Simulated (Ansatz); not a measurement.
# NaH: the band gap up the ladder of functionals

An exercise on one series of results from a longer session: the logs are not shown, and one member is left open.

The runs shown are made with Ansatz 0.2.0. PAW datasets, plane waves. Simulation only: spin-unpolarised, and no claim that this is the phase found in nature.

**The system as given**

The cell was relaxed beforehand with r2SCAN.

The sheet's in-plane cell has a = 3.727 Å, b = 3.727 Å (γ = 120.0°), and its outermost atoms lie 0.00 Å apart along the normal. Na has 3 H at 2.15 Å; H has 3 Na at 2.15 Å.

As a file:

```xyz
2
Lattice="3.7271 0.0000 0.0000 -1.8635 3.2278 0.0000 0.0000 0.0000 24.6000" Properties=species:S:1:pos:R:3 pbc="T T F"
Na    0.0000    2.1518    8.2000
H     1.8635    1.0759    8.2000
```
Two periodic directions, a and b.

The first run:

Input file input.yaml:

```yaml
crystal:
  lattice:
    - [3.7270952301, 0.0, 0.0]
    - [-1.863547615, 3.2277591516, 0.0]
    - [0.0, 0.0, 24.6]
  atoms:
    - { symbol: Na, position: [0.3333333333, 0.6666666667, 0.3333333333] }
    - { symbol: H, position: [0.6666666667, 0.3333333333, 0.3333333333] }
  periodic: [true, true, false]
kpoints:
  mp_grid: { grid: [12, 12, 1] }
  band_path:
    path:
      - [0, 0, 0]
      - [0.5, 0, 0]
      - [0.3333333333333, 0.3333333333333, 0]
      - [0, 0, 0]
    npoints: 10
hamiltonian:
  xc: pbe
scf:
  occupations: { method: fermi_dirac, width: 0.02 }
  n_extra_bands: 4
output:
  forces: true
  stress: true
  eigenvalues: true
```

On the command line:

```sh
$ ansatz run input.yaml --threads 4 --pin off --max-ram 5529MiB --backend cpu --events-out ev --progress --plain --runs-dir out
```

Steps of the session up to this table: Band structure with PBE; r2SCAN; HSE06 at the same geometry; PBE0 at the same geometry; LDA at the same geometry; Single point with r2SCAN0; LC-ωPBE.

One table of the session follows, with a row left open; its other results are not shown here.

```
  level  gap (eV)
    PBE      3.32
 r2SCAN      3.87
  HSE06         ?
   PBE0      4.87
    LDA      3.25
r2SCAN0      5.20
LC-ωPBE      8.44
```

**Question.** Estimate the row for HSE06.

**Answer.** gap (eV): 4.18. In the column «gap (eV)» it lies between r2SCAN (3.87) and PBE0 (4.87).

Meshes: PBE 12×12×1, r2SCAN 12×12×1, HSE06 6×6×1, PBE0 6×6×1, LDA 12×12×1, r2SCAN0 6×6×1, LC-ωPBE 6×6×1.

What this shows: LDA gives the least gap, 3.25 eV, and LC-ωPBE the largest, 8.44 eV. Against HSE06, PBE is short by 0.86 eV, at 79 % of it, and r2SCAN 93 %. PBE0 lies 0.68 eV above HSE06, which differs from it by screening the long-range exchange.

Caveats from the session: Warnings in the runs' records: stress scf threshold loose, stress exchange threshold loose, xc potential rough in thin density.
